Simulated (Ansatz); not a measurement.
Crystal: CuO (Tenorite).

```
Cu O
1.0
     2.34185   -1.71130    0.00000
     2.34185    1.71130    0.00000
    -0.85003    0.00000    5.05787
Cu O
2 2
Cartesian
  0.7459 -0.8557 2.5289
  1.1709 0.8557 0.0000
  1.7043 0.2793 3.7934
  2.1293 -0.2793 1.2645
```

Program: Ansatz 0.2.0. Alike in all runs: task single point; potentials or basis Ansatz PAW; no spin polarisation; cell as given; k mesh 10 × 10 × 5; cutoff (eV) 420.

Question: Order these runs on this cell by their pressure, lowest first.
A. level PBE; smearing gaussian 0.1 eV
B. level RPBE; smearing gaussian 0.1 eV
C. level RPBE+D3(BJ); smearing gaussian 0.05 eV

Answer: C (-11.9 GPa), A (5.7 GPa), B (11.3 GPa).

Caveats: the run has no spin polarisation, though such a crystal can be magnetic; the PAW data sets come from PBE, with cores solved anew for the run's functional, which leaves a small shift of forces and pressure (some runs); pairwise dispersion overbinds metals, which lowers pressure and volume (some runs).
